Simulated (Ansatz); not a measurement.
A set of 12 reactions (carbene extrusion), with CCSD(T)/CBS values in kJ/mol:

```json
{"reaction": "`C[S][Al]([F])[F]` → `[CH2]` (triplet) + `[F][Al]([F])[SH]`", "ΔE": "415.6"}
{"reaction": "`CCCC` → `CCC` + `[CH2]` (triplet)", "ΔE": "436.1"}
{"reaction": "`CCC(C)=O` → `CC(C)=O` + `[CH2]` (triplet)", "ΔE": "437.3"}
{"reaction": "`CBCOC` → `[CH2]` (triplet) + `CBCO`", "ΔE": "400.2"}
{"reaction": "`CC(F)[SiH3]` → `FC[SiH3]` + `[CH2]` (triplet)", "ΔE": "449.1"}
{"reaction": "`CC(F)CF` → `CC(F)F` + `[CH2]` (triplet)", "ΔE": "401.5"}
{"reaction": "`BS[SiH2]C` → `BS[SiH3]` + `[CH2]` (triplet)", "ΔE": "482.7"}
{"reaction": "`C[NH][In]([Cl])[Cl]` → `[CH2]` (triplet) + `[NH2][In]([Cl])[Cl]`", "ΔE": "393.2"}
{"reaction": "`C=CC(=C)CF` → `C=CC=C` + `[CH]F`", "ΔE": "376.7"}
{"reaction": "`O[SiH2]C(F)F` → `[CH]F` + `O[SiH2]F`", "ΔE": "163.4"}
{"reaction": "`C[NH][Al]([CH3])[Cl]` → `[CH2]` (triplet) + `[CH3][Al]([NH2])[Cl]`", "ΔE": "390.9"}
{"reaction": "`F[SiH2]C[SiH2]F` → `[CH2]` (triplet) + `F[SiH2][SiH2]F`", "ΔE": "517.0"}
```

Gas-phase electronic energies from Ansatz, PBE0-D4/def2-TZVP geometries. CCSD(T)/CBS adds triple-zeta CCSD(T) − MP2 to the extrapolated MP2 energy (def2 sets, frozen cores). This one scheme is used for every species. DFT in def2-TZVPP. B3LYP here is the variant with VWN-RPA as its local correlation; programs differ in this. Triplets are unrestricted, without spin–orbit coupling. def2 core potentials past Kr. For In outer-core shells are correlated without core-valence functions, which leaves a few kJ/mol of doubt a bond. Each species was taken in one conformer, which may not be the lowest.

Problem. Give the mean, mean absolute and largest difference (level minus CCSD(T)/CBS, kJ/mol) for: PBE-D4, r2SCAN-D4, PBE0-D4, B3LYP-D4, ωB97M-V, B2PLYP, PBE, B3LYP, MP2/def2-TZVPP, CCSD/def2-TZVPP, HF/def2-QZVPP, MP2/def2-QZVPP, HF/CBS(def2), MP2/CBS(def2). (Best estimate.)

Solution. Ansatz gave: 
| level | mean | mean absolute | largest |
| --- | --- | --- | --- |
| PBE-D4 | 8.7 | 10.2 | 39.6 |
| r2SCAN-D4 | -14.4 | 23.4 | 32.7 |
| PBE0-D4 | 2.5 | 8.1 | 38.9 |
| B3LYP-D4 | -5.3 | 7.2 | -15.1 |
| ωB97M-V | 3.0 | 3.3 | 8.6 |
| B2PLYP | -8.3 | 8.8 | -12.5 |
| PBE | 2.2 | 6.1 | 33.3 |
| B3LYP | -15.7 | 15.9 | -26.5 |
| MP2/def2-TZVPP | 4.5 | 5.0 | 23.7 |
| CCSD/def2-TZVPP | -20.1 | 20.1 | -26.1 |
| HF/def2-QZVPP | -130.4 | 130.4 | -151.8 |
| MP2/def2-QZVPP | 10.3 | 10.3 | 26.5 |
| HF/CBS(def2) | -130.4 | 130.4 | -151.7 |
| MP2/CBS(def2) | 14.6 | 14.6 | 29.1 |

The largest T1 diagnostic in the set is 0.018, for `[CH]F` (customary mark 0.02).

CCSD(T)/CBS is a level of theory with its own doubt, and the functionals carry their triple-zeta basis error, so these figures describe this set and don't rank the functionals.
